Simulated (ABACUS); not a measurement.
# Au (P6_3/mmc) in ABACUS: equation of state

How stiff is Au in PBE, and what volume does it want? The cell is scaled to several volumes.

Everything below comes from runs of ABACUS 3.10.1. Logs are shortened: lines on timing, memory, paths and dates and some standing lists are left out, and cuts for length are marked.

## (1) The crystal as given

It takes space group P6_3/mmc (No. 194, hexagonal). Conventional cell: a = 2.900 Å, b = 2.900 Å, c = 4.880 Å, α = 90.00°, β = 90.00°, γ = 120.00°. Around Au (site symmetry -6m2) lie 12 Au at 2.90 to 2.96 Å.

This isn't the form of Au at room conditions, which is fcc.

## (2) Equation of state, PBE, 16.70 Å³/atom (volume scaled by 0.94)

File INPUT:

```
INPUT_PARAMETERS
suffix              Au
calculation         scf
basis_type          pw
pseudo_dir          ./
symmetry            1
dft_functional      pbe
ecutwfc             76
pseudo_rcut         10
nspin               1
nbands              23
ks_solver           dav
smearing_method     fd
smearing_sigma      0.00367493
scf_thr             1e-08
scf_nmax            100
mixing_type         broyden
mixing_beta         0.7
cal_force           1
cal_stress          1
kpar                4
```

File STRU:

```
ATOMIC_SPECIES
Au 196.9666 Au.upf

LATTICE_CONSTANT
1.8897261246

LATTICE_VECTORS
2.8407997153 0.0000000000 0.0000000000
-1.4203998576 2.4602047205 0.0000000000
0.0000000000 0.0000000000 4.7803802105

ATOMIC_POSITIONS
Direct

Au
0.0
2
0.6666666667 0.3333333333 0.2500000000 1 1 1
0.3333333333 0.6666666667 0.7500000000 1 1 1
```

File KPT:

```
K_POINTS
0
Gamma
11 11 6 0 0 0
```

Potentials or basis: PseudoDojo NC SR 0.4.1 PBE standard, plane waves.

On the command line:

```bash
$ OMP_NUM_THREADS=1 mpirun -np 4 abacus > log
```

running log:

```text
ABACUS v3.10.1

               Atomic-orbital Based Ab-initio Computation at UStc

 ------------------------------------------------------------------------------------

 READING GENERAL INFORMATION
                           global_out_dir = OUT.Au/
                           global_in_card = INPUT
                               pseudo_dir = ./
                              orbital_dir =
                                    DSIZE = 4
                                    GSIZE = 1

 READING UNITCELL INFORMATION
                                    ntype = 1
                  lattice constant (Bohr) = 1.88973
              lattice constant (Angstrom) = 1

 READING ATOM TYPE 1
                               atom label = Au
                      L=0, number of zeta = 1
                      L=1, number of zeta = 1
                      L=2, number of zeta = 1
             number of atom for this type = 2

                        TOTAL ATOM NUMBER = 2
DIRECT COORDINATES
    atom                   x                   y                   z     mag                  vx                  vy                  vz
taud_Au1            0.6666666667        0.3333333333        0.2500000000  0.0000        0.0000000000        0.0000000000        0.0000000000
taud_Au2            0.3333333333        0.6666666667        0.7500000000  0.0000        0.0000000000        0.0000000000        0.0000000000

                          Volume (Bohr^3) = 225.461
                             Volume (A^3) = 33.4098

 Lattice vectors: (Cartesian coordinate: in unit of a_0)
              +2.8408                  +0                  +0
              -1.4204             +2.4602                  +0
                   +0                  +0            +4.78038
 Reciprocal vectors: (Cartesian coordinate: in unit of 2 pi/a_0)
            +0.352014           +0.203235                  -0
                   -0            +0.40647                  -0
                   +0                  -0           +0.209188
 The esolver type has been set to : ksdft_pw

                PAO radial cut off (Bohr) = 10

 Read in pseudopotential file is Au.upf
                     pseudopotential type = NC
          exchange-correlation functional = PBE
                 nonlocal core correction = 1
                        valence electrons = 19
                                     lmax = 3
                           number of zeta = 4
                     number of projectors = 7
                           L of projector = 0
                           L of projector = 0
                           L of projector = 1
                           L of projector = 1
                           L of projector = 2
                           L of projector = 2
                           L of projector = 3
     initial pseudo atomic orbital number = 20

 SETUP THE ELECTRONS NUMBER
            electron number of element Au = 19
      total electron number of element Au = 38
            AUTOSET number of electrons:  = 38
                           occupied bands = 19
                                   NBANDS = 23
                                   NLOCAL = 18

%%%%%%%%%%%%%%%%%%%%%%%%%%%%%%%%%%%%%%%%%%%%%%%%%%%%%%%%%%%%%%%%%%%%%%%%%%%%%%%%%%%%%%%%%%%%%%%%%%%%%%%%%%
 Warning: the number of valence electrons in pseudopotential > 11 for Au: [Xe] 4f14 5d10 6s1
 Pseudopotentials with additional electrons can yield (more) accurate outcomes, but may be less efficient.
 If you're confident that your chosen pseudopotential is appropriate, you can safely ignore this warning.
%%%%%%%%%%%%%%%%%%%%%%%%%%%%%%%%%%%%%%%%%%%%%%%%%%%%%%%%%%%%%%%%%%%%%%%%%%%%%%%%%%%%%%%%%%%%%%%%%%%%%%%%%%

 SETUP THE PLANE WAVE BASIS
 energy cutoff for charge/potential (unit:Ry) = 304
            fft grid for charge/potential = [ 30, 30, 54 ]
                        fft grid division = [ 1, 1, 1 ]
        big fft grid for charge/potential = [ 30, 30, 54 ]
                                     nbxx = 48600
                                     nrxx = 48600

 SETUP PLANE WAVES FOR CHARGE/POTENTIAL
                    number of plane waves = 20121
                         number of sticks = 595

 PARALLEL PW FOR CHARGE/POTENTIAL
     PROC   COLUMNS(POT)             PW
        1            595          20121
 --------------- sum -------------------
        1            595          20121
                            number of |g| = 1019
                                  max |g| = 27.3937
                                  min |g| = 0

----------- Double Check Mixing Parameters Begin ------------
mixing_type: broyden
mixing_beta: 0.7
mixing_gg0: 1
mixing_gg0_min: 0.1
mixing_ndim: 8
----------- Double Check Mixing Parameters End ------------
[... 31 lines left out ...]
                                       S1 = 3
                                       S3 = 0
                                       S4 = 0
                                       S6 = 2
                              POINT GROUP = D_3d
                                       C2 = 7
                                       C3 = 2
                                       C4 = 0
                                       C6 = 2
                                       S1 = 7
                                       S3 = 2
                                       S4 = 0
                                       S6 = 2
               POINT GROUP IN SPACE GROUP = D_6h

 SETUP K-POINTS
                                    nspin = 1
                   Input type of k points = Monkhorst-Pack(Gamma)
                                   nkstot = 726
                       right hand lattice = 1
(for reciprocal lattice: )
                             BRAVAIS TYPE = 4
                     BRAVAIS LATTICE NAME = 04. Hexagonal cell
                                    ibrav = 4
                       right hand lattice = 1
(for k-lattice: )
                             BRAVAIS TYPE = 4
                     BRAVAIS LATTICE NAME = 04. Hexagonal cell
                                    ibrav = 4
                       right hand lattice = 1
                        ROTATION MATRICES = 24
                               nkstot_ibz = 64
K-POINTS REDUCTION ACCORDING TO SYMMETRY
     IBZ    DIRECT_X    DIRECT_Y    DIRECT_Z  WEIGHT  ibz2bz
       1  0.00000000  0.00000000  0.00000000  0.0014       0
       2 -0.09090909  0.09090909  0.00000000  0.0083       1
       3 -0.18181818  0.18181818  0.00000000  0.0083       2
       4 -0.27272727  0.27272727  0.00000000  0.0083       3
       5 -0.36363636  0.36363636  0.00000000  0.0083       4
       6 -0.45454545  0.45454545  0.00000000  0.0083       5
[... 22 lines left out ...]
      29 -0.27272727  0.45454545  0.16666667  0.0331     146
      30  0.45454545  0.36363636  0.16666667  0.0331     147
[... 34 further k points ...]

                               nkstot now = 64
[... K-POINTS DIRECT COORDINATES: 64 rows ...]

           k-point number in this process = 16
       minimum distributed K point number = 16
[... stars of the k points ...]

[... K-POINTS CARTESIAN COORDINATES: 16 rows ...]

[... K-POINTS DIRECT COORDINATES: 16 rows ...]

 SETUP PLANE WAVES FOR WAVE FUNCTIONS
     energy cutoff for wavefunc (unit:Ry) = 76
              fft grid for wave functions = [ 30, 30, 54 ]
                    number of plane waves = 3575
                         number of sticks = 199

 PARALLEL PW FOR WAVE FUNCTIONS
     PROC   COLUMNS(POT)             PW
        1            199           3575
 --------------- sum -------------------
        1            199           3575

 SETUP NONLOCAL PSEUDOPOTENTIALS IN PLANE WAVE BASIS
 Au non-local projectors:
 projector 1 L=0
 projector 2 L=0
 projector 3 L=1
 projector 4 L=1
 projector 5 L=2
 projector 6 L=2
 projector 7 L=3
      TOTAL NUMBER OF NONLOCAL PROJECTORS = 50

 Init Non-Local PseudoPotential table :
 Init Non-Local-Pseudopotential done.

                                     npwx = 2563

 Make real space PAO into reciprocal space.
       max mesh points in Pseudopotential = 1001
     dq(describe PAO in reciprocal space) = 0.01
                                    max q = 1050

 number of pseudo atomic orbitals for Au is 4
WARNING: norm of atomic wavefunction # 4 of atomic type Au is 0.999951, renormalized

 -------------------------------------------
 SELF-CONSISTENT
 -------------------------------------------
                                 init_chg = atomic

 PW ALGORITHM --------------- ION=   1  ELEC=   1--------------------------------
 Notice: Threshold on eigenvalues was too large.
 hsover_error=0.38 > DRHO=0.116047
 Origin diag ethr = 0.01
 New diag ethr = 0.000305387

 Density error is 0.117067868305
                          Error Threshold = 0.000305387132288
----------------------------------------------------------
     Energy           Rydberg                 eV
----------------------------------------------------------
 E_KohnSham     -592.7547966530      -8064.8427513117
 E_Harris       -598.3691245221      -8141.2296007724
 E_Fermi        1.6028541241         21.8079491500
----------------------------------------------------------
[... 51 lines left out ...]
 Density error is 5.1234502448e-09
                          Error Threshold = 6.91238661671e-09
----------------------------------------------------------
     Energy           Rydberg                 eV
----------------------------------------------------------
 E_KohnSham     -592.7913819913      -8065.3405203766
 E_KS(sigma->0) -592.7910691618      -8065.3362641130
 E_Harris       -592.7903036850      -8065.3258492667
 E_band         -29.0246088553       -394.9000626536
 E_one_elec     -159.6245597961      -2171.8035539693
 E_Hartree      102.7713875320       1398.2764618019
 E_xc           -104.3240835829      -1419.4019753551
 E_Ewald        -431.6135004854      -5872.4029403269
 E_entropy(-TS) -0.0006256590        -0.0085125272
 E_descf        0.0000000000         0.0000000000
 E_exx          0.0000000000         0.0000000000
 E_Fermi        1.5597423782         21.2213837557
----------------------------------------------------------

 charge density convergence is achieved
 final etot is -8065.3405204 eV
 EFERMI = 21.221383756 eV

 STATE ENERGY(eV) AND OCCUPATIONS    NSPIN == 1
 1/16 kpoint (Cartesian) = 0.0000 0.0000 0.0000 (2563 pws)
       1       -84.4304     0.00275482
       2       -84.4192     0.00275482
       3       -35.8974     0.00275482
       4       -35.7059     0.00275482
       5       -35.7059     0.00275482
       6       -35.6836     0.00275482
[... 140 lines left out ...]
      22        28.3456    2.17687e-64
      23        29.6402    1.23853e-75

[... levels at 10 further k points ...]

------------------------------------------------------------------------------------------
 TOTAL-FORCE (eV/Angstrom)
------------------------------------------------------------------------------------------
                       Au1         0.0000000000         0.0000000000         0.0000000000
                       Au2         0.0000000000         0.0000000000         0.0000000000
------------------------------------------------------------------------------------------

----------------------------------------------------------------
 TOTAL-STRESS (KBAR)
----------------------------------------------------------------
       130.5434086741        -0.0000000027         0.0000000000
        -0.0000000027       130.5434086755         0.0000000000
         0.0000000000         0.0000000000       111.6240207315
----------------------------------------------------------------
 TOTAL-PRESSURE: 124.236946 KBAR

 --------------------------------------------
 !FINAL_ETOT_IS -8065.3405203766205886 eV
 --------------------------------------------
```

Run time: 10 s. Hardware: 4 MPI ranks of AMD EPYC 9B14 (Zen 4), shared host; peak memory 0.36 GiB.

What came out:

* Free energy: -8065.3405 eV
* Pressure: 12.4 GPa
* Band gap on the k mesh: none (metal or under the smearing width)

## (3) Equation of state, PBE, 17.06 Å³/atom (volume scaled by 0.96)

INPUT is that of step 2.

File STRU:

```
ATOMIC_SPECIES
Au 196.9666 Au.upf

LATTICE_CONSTANT
1.8897261246

LATTICE_VECTORS
2.8608060062 0.0000000000 0.0000000000
-1.4304030031 2.4775306767 0.0000000000
0.0000000000 0.0000000000 4.8140459691

ATOMIC_POSITIONS
Direct

Au
0.0
2
0.6666666667 0.3333333333 0.2500000000 1 1 1
0.3333333333 0.6666666667 0.7500000000 1 1 1
```

KPT is that of step 2.

Potentials or basis: PseudoDojo NC SR 0.4.1 PBE standard, plane waves.

On the command line:

```bash
$ OMP_NUM_THREADS=1 mpirun -np 4 abacus > log
```

Wall time 10 s (4 MPI ranks of AMD EPYC 9B14 (Zen 4), shared host); peak memory 0.36 GiB.

It converged, with:

```yaml
Free_energy: -8065.3862 eV
Pressure: 8.3 GPa
Band_gap_on_the_k_mesh: none (metal or under the smearing width)
```

## (4) Equation of state, PBE, 17.42 Å³/atom (volume scaled by 0.98)

INPUT is that of step 3.

File STRU:

```
ATOMIC_SPECIES
Au 196.9666 Au.upf

LATTICE_CONSTANT
1.8897261246

LATTICE_VECTORS
2.8805363263 0.0000000000 0.0000000000
-1.4402681631 2.4946176351 0.0000000000
0.0000000000 0.0000000000 4.8472473353

ATOMIC_POSITIONS
Direct

Au
0.0
2
0.6666666667 0.3333333333 0.2500000000 1 1 1
0.3333333333 0.6666666667 0.7500000000 1 1 1
```

KPT is that of step 3.

On the command line:

```bash
$ OMP_NUM_THREADS=1 mpirun -np 4 abacus > log
```

Wall time 5.5 s (4 MPI ranks of AMD EPYC 9B14 (Zen 4), shared host); peak memory 0.36 GiB.

The run converged. Its results:

| Item | Value |
| --- | --- |
| Free energy | -8065.4148 eV |
| Pressure | 4.7 GPa |
| Band gap on the k mesh | none (metal or under the smearing width) |

## (5) Equation of state, PBE, 17.77 Å³/atom

INPUT is that of step 4.

File STRU:

```
ATOMIC_SPECIES
Au 196.9666 Au.upf

LATTICE_CONSTANT
1.8897261246

LATTICE_VECTORS
2.9000000000 0.0000000000 0.0000000000
-1.4500000000 2.5114736710 0.0000000000
0.0000000000 0.0000000000 4.8800000000

ATOMIC_POSITIONS
Direct

Au
0.0
2
0.6666666667 0.3333333333 0.2500000000 1 1 1
0.3333333333 0.6666666667 0.7500000000 1 1 1
```

KPT is that of step 4.

Potentials or basis: PseudoDojo NC SR 0.4.1 PBE standard, plane waves.

On the command line:

```bash
$ OMP_NUM_THREADS=1 mpirun -np 4 abacus > log
```

running log:

```text
ABACUS v3.10.1

               Atomic-orbital Based Ab-initio Computation at UStc

 ------------------------------------------------------------------------------------

 READING GENERAL INFORMATION
                           global_out_dir = OUT.Au/
                           global_in_card = INPUT
                               pseudo_dir = ./
                              orbital_dir =
                                    DSIZE = 4
                                    GSIZE = 1

 READING UNITCELL INFORMATION
                                    ntype = 1
                  lattice constant (Bohr) = 1.88973
              lattice constant (Angstrom) = 1

 READING ATOM TYPE 1
                               atom label = Au
[... 321 lines left out ...]
 EFERMI = 19.523925455 eV

 STATE ENERGY(eV) AND OCCUPATIONS    NSPIN == 1
 1/16 kpoint (Cartesian) = 0.0000 0.0000 0.0000 (2695 pws)
       1       -85.9055     0.00275482
       2       -85.8975     0.00275482
       3       -37.3395     0.00275482
       4       -37.1937     0.00275482
       5       -37.1937     0.00275482
       6       -37.1736     0.00275482
[... 140 lines left out ...]
      22        26.4309    1.67940e-62
      23        27.4868    1.13109e-71

[... levels at 10 further k points ...]

------------------------------------------------------------------------------------------
 TOTAL-FORCE (eV/Angstrom)
------------------------------------------------------------------------------------------
                       Au1         0.0000000000         0.0000000000         0.0000000000
                       Au2         0.0000000000         0.0000000000         0.0000000000
------------------------------------------------------------------------------------------

----------------------------------------------------------------
 TOTAL-STRESS (KBAR)
----------------------------------------------------------------
        17.4148084398        -0.0000000000         0.0000000000
         0.0000000000        17.4148084394         0.0000000000
         0.0000000000         0.0000000000         9.4810935271
----------------------------------------------------------------
 TOTAL-PRESSURE: 14.770237 KBAR

 --------------------------------------------
 !FINAL_ETOT_IS -8065.4283306047000224 eV
 --------------------------------------------
```

Run time: 5.6 s. Hardware: 4 MPI ranks of AMD EPYC 9B14 (Zen 4), shared host; peak memory 0.36 GiB.

What came out:

```yaml
Free_energy: -8065.4283 eV
Pressure: 1.5 GPa
Band_gap_on_the_k_mesh: none (metal or under the smearing width)
```

## (6) Equation of state, PBE, 18.13 Å³/atom (volume scaled by 1.02)

INPUT is that of step 5.

File STRU:

```
ATOMIC_SPECIES
Au 196.9666 Au.upf

LATTICE_CONSTANT
1.8897261246

LATTICE_VECTORS
2.9192058577 0.0000000000 0.0000000000
-1.4596029289 2.5281064317 0.0000000000
0.0000000000 0.0000000000 4.9123188227

ATOMIC_POSITIONS
Direct

Au
0.0
2
0.6666666667 0.3333333333 0.2500000000 1 1 1
0.3333333333 0.6666666667 0.7500000000 1 1 1
```

KPT is that of step 5.

Potentials or basis: PseudoDojo NC SR 0.4.1 PBE standard, plane waves.

On the command line:

```bash
$ OMP_NUM_THREADS=1 mpirun -np 4 abacus > log
```

It took 5.6 s on 4 MPI ranks of AMD EPYC 9B14 (Zen 4), shared host; peak memory 0.36 GiB.

The run converged. Its results:

```
Free energy            : -8065.4287 eV
Pressure               : -1.3 GPa
Band gap on the k mesh : none (metal or under the smearing width)
```

## (7) Equation of state, PBE, 18.48 Å³/atom (volume scaled by 1.04)

INPUT is that of step 6.

File STRU:

```
ATOMIC_SPECIES
Au 196.9666 Au.upf

LATTICE_CONSTANT
1.8897261246

LATTICE_VECTORS
2.9381622711 0.0000000000 0.0000000000
-1.4690811355 2.5445231672 0.0000000000
0.0000000000 0.0000000000 4.9442178906

ATOMIC_POSITIONS
Direct

Au
0.0
2
0.6666666667 0.3333333333 0.2500000000 1 1 1
0.3333333333 0.6666666667 0.7500000000 1 1 1
```

KPT is that of step 6.

On the command line:

```bash
$ OMP_NUM_THREADS=1 mpirun -np 4 abacus > log
```

Wall time 5.8 s (4 MPI ranks of AMD EPYC 9B14 (Zen 4), shared host); peak memory 0.36 GiB.

The run converged. Its results:

* Free energy: -8065.4176 eV
* Pressure: -3.7 GPa
* Band gap on the k mesh: none (metal or under the smearing width)

## (8) Equation of state, PBE, 18.84 Å³/atom (volume scaled by 1.06)

INPUT is that of step 7.

File STRU:

```
ATOMIC_SPECIES
Au 196.9666 Au.upf

LATTICE_CONSTANT
1.8897261246

LATTICE_VECTORS
2.9568771850 0.0000000000 0.0000000000
-1.4784385925 2.5607307581 0.0000000000
0.0000000000 0.0000000000 4.9757105734

ATOMIC_POSITIONS
Direct

Au
0.0
2
0.6666666667 0.3333333333 0.2500000000 1 1 1
0.3333333333 0.6666666667 0.7500000000 1 1 1
```

KPT is that of step 7.

On the command line:

```bash
$ OMP_NUM_THREADS=1 mpirun -np 4 abacus > log
```

Run time: 5.7 s. Hardware: 4 MPI ranks of AMD EPYC 9B14 (Zen 4), shared host; peak memory 0.36 GiB.

Results (log left out):

```
Free energy            : -8065.3965 eV
Pressure               : -5.9 GPa
Band gap on the k mesh : none (metal or under the smearing width)
```

## (9) Equation of state, PBE

Potentials or basis: PseudoDojo NC SR 0.4.1 PBE standard, plane waves.

No new run: the results of the series are fitted here.

What came out:

```
Equilibrium volume                        : 17.96 Å³/atom
Bulk modulus at fixed shape and positions : 139 GPa
Pressure derivative of the bulk modulus   : 5.7
```

Energy against volume, from the lowest point:
| volume (Å³/atom) | energy (meV/atom) |
| --- | --- |
| 16.705 | 44.11 |
| 17.060 | 21.28 |
| 17.416 | 6.99 |
| 17.771 | 0.20 |
| 18.127 | 0.00 |
| 18.482 | 5.56 |
| 18.837 | 16.14 |

Caveat: the cell was scaled at fixed shape and fractional positions, which overstates the stiffness of a crystal with free parameters, most of all of layers and chains. Spin-orbit coupling is left out, which matters for the levels of Au.
